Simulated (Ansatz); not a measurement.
# BeTe (F-43m) in Ansatz: notebook

One crystal, BeTe, is run at these levels: exchange-only PBE; tasks: single point, equation of state.

Program: Ansatz 0.2.0. These are calculated values, not measurements. Logs are shortened: lines on timing, memory, paths and dates and some standing lists are left out, and cuts for length are marked.

### Step 1. Starting point

The structure is cubic, space group F-43m (No. 216). Conventional cell: a = 5.540 Å, b = 5.540 Å, c = 5.540 Å, α = 90.00°, β = 90.00°, γ = 90.00°. Te (site symmetry -43m) is surrounded by 4 Be at 2.40 Å. Be (site symmetry -43m) has 4 Te at 2.40 Å as nearest neighbours.

### Step 2. Single point, exchange-only PBE, 19.98 Å³/atom (volume scaled by 0.94)

The input, input.yaml:

```yaml
crystal:
  lattice:
    - [0.0, 2.7134535211, 2.7134535211]
    - [2.7134535211, 0.0, 2.7134535211]
    - [2.7134535211, 2.7134535211, 0.0]
  atoms:
    - { symbol: Te, position: [0.75, 0.75, 0.75] }
    - { symbol: Be, position: [0.0, 0.0, 0.0] }
hamiltonian:
  xc: { exchange: pbe, correlation: none }
  pseudopotentials: { kind: paw }
kpoints:
  mp_grid: { grid: [8, 8, 8] }
scf:
  occupations: { method: fermi_dirac, width: 0.05 }
output:
  forces: true
  stress: true
  eigenvalues: true
```

Potentials or basis: Ansatz PAW.

The run is started by

```console
$ ansatz run input.yaml --threads 2 --pin off --max-ram 5120MiB --backend cpu --events-out ev --progress --plain --runs-dir out
```

The program printed:

```text
Warning: RAYON_NUM_THREADS=2 ignored (pool sized by the plan → 2); use --threads N
Engine: ansatz 0.2.0, aarch64-unknown-linux-gnu
Pseudopotentials: kind: paw
Pseudopotential: Te, paw, valence charge 16, recommended cutoff 420 eV (normal), Te.paw.azcp
Pseudopotential: Be, paw, valence charge 2, recommended cutoff 420 eV (normal), Be.paw.azcp
Functional definition: unnamed
  exchange = pbe_x
  correlation = 0
Crystal: 2 atoms, lattice volume = 39.957 Å³
Basis set: ecut = 420 eV, 749 PW (Γ), exchange–correlation on 54×54×54 points (8 copies of the dense FFT grid, shifted against one another)
Bands: 13, of which v1, the nominal top of the filled ones, is band 9 counted from 1 (8 counted from 0)
Symmetry: 24 space group operations
Space group: F-43m (ITA 216), of the structure as read, at distance tolerance 3.4e-5 Å
k-points: 29 of 512 (time reversal used)
Non-local potential: Te, projectors of the file, l = 0: 2, l = 1: 2, l = 2: 2, l = 3: 2
Non-local potential: Be, projectors of the file, l = 0: 2, l = 1: 2, l = 2: 1
PAW form: soft (Blöchl's): semilocal exchange-correlation on the pseudo side does not see the compensation charge
PAW frozen core: Te, regenerated for the run's functional, and the local potential with it (the file was generated under x = pbe(κ = 0.804, μ = 0.2195149727645171), c = pbe(β = 0.06672455060314922))
PAW frozen core: Be, regenerated for the run's functional, and the local potential with it (the file was generated under x = pbe(κ = 0.804, μ = 0.2195149727645171), c = pbe(β = 0.06672455060314922))
PAW one-centre angular grid: Te, 590 points (default); XC on 64 Gauss nodes
PAW one-centre angular grid: Be, 110 points (default); XC on 64 Gauss nodes
Initial density: superposition of atomic densities (neutral atoms: chi_scale 0, normalization atom), corrected by the library's trained network
Initial wavefunctions: pseudopotential atomic-orbital guess
Functional: x = pbe(κ = 0.804, μ = 0.2195149727645171), c = none
SCF iter   1: F=—  HF=-6992.999839 eV  |F-HF|=—  |Δ(HF+E_count)|=         —  Δρ=3.95e-3  dr2=5.68e-3  ethr=1.77e-3  ⟨swp⟩=6.2  Hψ=2411  notcnv=0
preconditioner: auto → none  [insulator: Δε(μ)=1.978 eV  Ē_g=10.984 eV  σ=0.050 eV  W_gap=1.00  n_scr=14 (ndim 8)  ℏωp=16.6 eV  f_vac=0.005  D(μ)=0.00/eV (n_scr^D=0)  ε∞_Penn≈3.3]
SCF iter   2: F=—  HF=-6992.996495 eV  |F-HF|=—  |Δ(HF+E_count)|=   3.34e-3  Δρ=1.74e-3  dr2=1.05e-3  ethr=3.15e-5  ⟨swp⟩=1.7  Hψ=700  notcnv=0
SCF iter   3: F=—  HF=-6992.996169 eV  |F-HF|=—  |Δ(HF+E_count)|=   3.27e-4  Δρ=3.69e-4  dr2=7.65e-5  ethr=5.83e-6  ⟨swp⟩=2.0  Hψ=628  notcnv=0
SCF iter   4: F=—  HF=-6992.996198 eV  |F-HF|=—  |Δ(HF+E_count)|=   2.96e-5  Δρ=4.65e-4  dr2=1.45e-4  ethr=4.25e-7  ⟨swp⟩=2.0  Hψ=638  notcnv=0
SCF iter   5: F=—  HF=-6992.996125 eV  |F-HF|=—  |Δ(HF+E_count)|=   7.33e-5  Δρ=6.35e-5  dr2=2.27e-6  ethr=4.25e-7  ⟨swp⟩=2.0  Hψ=638  notcnv=0
SCF iter   6: F=—  HF=-6992.996124 eV  |F-HF|=—  |Δ(HF+E_count)|=   1.14e-6  Δρ=1.41e-5  dr2=1.20e-7  ethr=1.26e-8  ⟨swp⟩=2.0  Hψ=635  notcnv=0
SCF iter   7: F=-6992.996124 eV  HF=-6992.996124 eV  |F-HF|=9.82e-11  |Δ(HF+E_count)|=   6.01e-8  Δρ=5.75e-7  dr2=1.95e-10  ethr=5.56e-10  ⟨swp⟩=6.0  Hψ=1668  notcnv=0
SCF 1 converged in 7 iterations: F = -6992.996124 eV  dr2 = 1.95e-10
SCF converged after 7 iterations
Free energy (F): -6992.996124 eV
Harris-Foulkes:  -6992.996124 eV  (|F-HF|=9.82e-11)
Internal energy: -6992.996124 eV  (E = F + TS)
E sigma→0 (E₀):  -6992.996124 eV
Fermi energy:    11.428900 eV
--- Per-component energies (eV) ---
  E_band       = -215.609359
  E_kinetic    = 204.342469
  E_local      = -1270.737737  (includes V_loc(G=0)·N_el)
  E_nonlocal   = -309.461486
  E_hartree    = 819.812338
  E_xc         = -130.798117
  E_vxc        = -112.185070  (∫ρ·V_xc dr)
  E_paw        = -4656.728629  (= ΣΔE_a)
  E_vpaw       = -367.191850  (= ΣTr[D̂ρ^β])
  E_aug_tail   = -0.000218  (compensation charges beyond the density's cutoff)
  E_ewald      = -1649.590351
  E_core_change = 0.165608  (= ΣΔE_core)
  E_smearing   = -0.000000  (= −TS)
  E_closure    = 0.000000  (closes the sum)
  Σ components = -6992.996124   (vs F -6992.996124, Δ=0.00e0)
--- Forces (eV/Å), atoms counted from 1 ---
  atom   1  Te    -0.00000000     0.00000000    -0.00000000
  atom   2  Be    -0.00000000     0.00000000    -0.00000000
  max |Σ_I F_I| component: 3.28e-16 eV/Å
--- Stress (GPa, compression-positive) ---
       18.504910      -0.000000      -0.000000
        0.000000      18.504910       0.000000
       -0.000000       0.000000      18.504910
  P = ⅓ Tr σ = 18.5049 GPa (185.049 kbar)
--- Band table (eV; the first three rows and the last of 29) ---
  k-point 0: bands = ["-25.7072", "-25.7072", "-25.7072", "-25.6869", "-25.6869", "-2.5788", "10.4458", "10.4458", "10.4458", "14.0498", "14.0498", "14.0498", "15.3521"]
  k-point 1: bands = ["-25.7067", "-25.7064", "-25.7064", "-25.6868", "-25.6868", "-2.4089", "9.0213", "10.1635", "10.1635", "14.2699", "14.4487", "14.4487", "16.4430"]
  k-point 2: bands = ["-25.7055", "-25.7047", "-25.7047", "-25.6864", "-25.6864", "-1.9342", "6.8063", "9.6524", "9.6524", "14.1786", "15.0411", "15.0411", "18.1830"]
  k-point 28: bands = ["-25.7033", "-25.7024", "-25.6961", "-25.6883", "-25.6844", "-0.3290", "5.4305", "6.2256", "6.7709", "16.0467", "16.0853", "16.3730", "17.1778"]
```

Run time: 1 s. Hardware: 2 threads of Arm Neoverse V1, shared host; peak memory 0.29 GiB.

Results:

```
Free energy            : -6992.9961 eV
Pressure               : 18.5 GPa
Band gap on the k mesh : 1.97 eV, indirect (least direct gap 3.60 eV)
```

Caveat: spin-orbit coupling is left out, which moves the levels of the heavy elements; the PAW data sets come from PBE, with cores solved anew for the run's functional, which leaves a small shift of forces and pressure.

### Step 3. Single point, exchange-only PBE, 20.40 Å³/atom (volume scaled by 0.96)

Edit input.yaml of step 2 so:

```diff
@@ -2,5 +2,5 @@
   lattice:
-    - [0.0, 2.7134535211, 2.7134535211]
-    - [2.7134535211, 0.0, 2.7134535211]
-    - [2.7134535211, 2.7134535211, 0.0]
+    - [0.0, 2.7325629784, 2.7325629784]
+    - [2.7325629784, 0.0, 2.7325629784]
+    - [2.7325629784, 2.7325629784, 0.0]
   atoms:
@@ -19 +19,5 @@
   eigenvalues: true
+  write_density: true
+  write_potential: true
+  elf: true
+  volumetric_format: npy
```

Potentials or basis: Ansatz PAW.

The run is started by

```console
$ ansatz run input.yaml --threads 2 --pin off --max-ram 5120MiB --backend cpu --events-out ev --progress --plain --runs-dir out
```

It took 1.3 s on 2 threads of Arm Neoverse V1, shared host; peak memory 0.3 GiB.

Results (log left out):

```yaml
Free_energy: -6993.0885 eV
Pressure: 16.3 GPa
Band_gap_on_the_k_mesh: 2.02 eV, indirect (least direct gap 3.62 eV)
```

Caveat: spin-orbit coupling is left out, which moves the levels of the heavy elements; the PAW data sets come from PBE, with cores solved anew for the run's functional, which leaves a small shift of forces and pressure.

### Step 4. Single point, exchange-only PBE, 20.83 Å³/atom (volume scaled by 0.98)

The input, input.yaml:

```yaml
crystal:
  lattice:
    - [0.0, 2.7514088358, 2.7514088358]
    - [2.7514088358, 0.0, 2.7514088358]
    - [2.7514088358, 2.7514088358, 0.0]
  atoms:
    - { symbol: Te, position: [0.75, 0.75, 0.75] }
    - { symbol: Be, position: [0.0, 0.0, 0.0] }
hamiltonian:
  xc: { exchange: pbe, correlation: none }
  pseudopotentials: { kind: paw }
kpoints:
  mp_grid: { grid: [8, 8, 8] }
scf:
  occupations: { method: fermi_dirac, width: 0.05 }
output:
  forces: true
  stress: true
  eigenvalues: true
```

The run is started by

```console
$ ansatz run input.yaml --threads 2 --pin off --max-ram 5120MiB --backend cpu --events-out ev --progress --plain --runs-dir out
```

It took 1 s on 2 threads of Arm Neoverse V1, shared host; peak memory 0.3 GiB.

Results (log left out):

* Free energy: -6993.1698 eV
* Pressure: 14.3 GPa
* Band gap on the k mesh: 2.07 eV, indirect (least direct gap 3.64 eV)

Caveat: spin-orbit coupling is left out, which moves the levels of the heavy elements; the PAW data sets come from PBE, with cores solved anew for the run's functional, which leaves a small shift of forces and pressure.

### Step 5. Single point, exchange-only PBE, 21.25 Å³/atom

Edit input.yaml of step 4 so:

```diff
@@ -2,5 +2,5 @@
   lattice:
-    - [0.0, 2.7514088358, 2.7514088358]
-    - [2.7514088358, 0.0, 2.7514088358]
-    - [2.7514088358, 2.7514088358, 0.0]
+    - [0.0, 2.77, 2.77]
+    - [2.77, 0.0, 2.77]
+    - [2.77, 2.77, 0.0]
   atoms:
@@ -19 +19,5 @@
   eigenvalues: true
+  write_density: true
+  write_potential: true
+  elf: true
+  volumetric_format: npy
```

The run is started by

```console
$ ansatz run input.yaml --threads 2 --pin off --max-ram 5120MiB --backend cpu --events-out ev --progress --plain --runs-dir out
```

Run time: 1.4 s. Hardware: 2 threads of Arm Neoverse V1, shared host; peak memory 0.3 GiB.

It converged, with:

```yaml
Free_energy: -6993.2410 eV
Pressure: 12.5 GPa
Band_gap_on_the_k_mesh: 2.12 eV, indirect (least direct gap 3.66 eV)
```

Caveat: spin-orbit coupling is left out, which moves the levels of the heavy elements; the PAW data sets come from PBE, with cores solved anew for the run's functional, which leaves a small shift of forces and pressure.

### Step 6. Single point, exchange-only PBE, 21.68 Å³/atom (volume scaled by 1.02)

Edit input.yaml of step 5 so:

```diff
@@ -2,5 +2,5 @@
   lattice:
-    - [0.0, 2.77, 2.77]
-    - [2.77, 0.0, 2.77]
-    - [2.77, 2.77, 0.0]
+    - [0.0, 2.7883449055, 2.7883449055]
+    - [2.7883449055, 0.0, 2.7883449055]
+    - [2.7883449055, 2.7883449055, 0.0]
   atoms:
```

Potentials or basis: Ansatz PAW.

The run is started by

```console
$ ansatz run input.yaml --threads 2 --pin off --max-ram 5120MiB --backend cpu --events-out ev --progress --plain --runs-dir out
```

Run time: 1.3 s. Hardware: 2 threads of Arm Neoverse V1, shared host; peak memory 0.3 GiB.

Results (log left out):

```
Free energy            : -6993.3031 eV
Pressure               : 10.9 GPa
Band gap on the k mesh : 2.17 eV, indirect (least direct gap 3.68 eV)
```

Caveat: spin-orbit coupling is left out, which moves the levels of the heavy elements; the PAW data sets come from PBE, with cores solved anew for the run's functional, which leaves a small shift of forces and pressure.

### Step 7. Single point, exchange-only PBE, 22.10 Å³/atom (volume scaled by 1.04)

The input, input.yaml:

```yaml
crystal:
  lattice:
    - [0.0, 2.8064515486, 2.8064515486]
    - [2.8064515486, 0.0, 2.8064515486]
    - [2.8064515486, 2.8064515486, 0.0]
  atoms:
    - { symbol: Te, position: [0.75, 0.75, 0.75] }
    - { symbol: Be, position: [0.0, 0.0, 0.0] }
hamiltonian:
  xc: { exchange: pbe, correlation: none }
  pseudopotentials: { kind: paw }
kpoints:
  mp_grid: { grid: [8, 8, 8] }
scf:
  occupations: { method: fermi_dirac, width: 0.05 }
output:
  forces: true
  stress: true
  eigenvalues: true
```

The run is started by

```console
$ ansatz run input.yaml --threads 2 --pin off --max-ram 5120MiB --backend cpu --events-out ev --progress --plain --runs-dir out
```

It took 1.1 s on 2 threads of Arm Neoverse V1, shared host; peak memory 0.3 GiB.

It converged, with:

```
Free energy            : -6993.3566 eV
Pressure               : 9.3 GPa
Band gap on the k mesh : 2.21 eV, indirect (least direct gap 3.69 eV)
```

Caveat: spin-orbit coupling is left out, which moves the levels of the heavy elements; the PAW data sets come from PBE, with cores solved anew for the run's functional, which leaves a small shift of forces and pressure.

### Step 8. Single point, exchange-only PBE, 22.53 Å³/atom (volume scaled by 1.06)

Edit input.yaml of step 7 so:

```diff
@@ -2,5 +2,5 @@
   lattice:
-    - [0.0, 2.8064515486, 2.8064515486]
-    - [2.8064515486, 0.0, 2.8064515486]
-    - [2.8064515486, 2.8064515486, 0.0]
+    - [0.0, 2.8243275181, 2.8243275181]
+    - [2.8243275181, 0.0, 2.8243275181]
+    - [2.8243275181, 2.8243275181, 0.0]
   atoms:
```

The run is started by

```console
$ ansatz run input.yaml --threads 2 --pin off --max-ram 5120MiB --backend cpu --events-out ev --progress --plain --runs-dir out
```

Run time: 1 s. Hardware: 2 threads of Arm Neoverse V1, shared host; peak memory 0.3 GiB.

It converged, with:

```yaml
Free_energy: -6993.4025 eV
Pressure: 7.9 GPa
Band_gap_on_the_k_mesh: 2.25 eV, indirect (least direct gap 3.70 eV)
```

Caveat: spin-orbit coupling is left out, which moves the levels of the heavy elements; the PAW data sets come from PBE, with cores solved anew for the run's functional, which leaves a small shift of forces and pressure.

### Step 9. Equation of state, exchange-only PBE

Potentials or basis: Ansatz PAW.

This step only gathers the single runs of the series.

Results:

```
Equilibrium volume : outside the volumes run
```

Energy against volume, from the lowest point:
```
volume (Å³/atom)  energy (meV/atom)
          19.979             203.17
          20.404             157.00
          20.829             116.34
          21.254              80.71
          21.679              49.70
          22.104              22.92
          22.529               0.00
```

Caveat: the potentials were made for another functional, which shifts forces and pressure. Spin-orbit coupling is left out, which matters for the levels of Te.
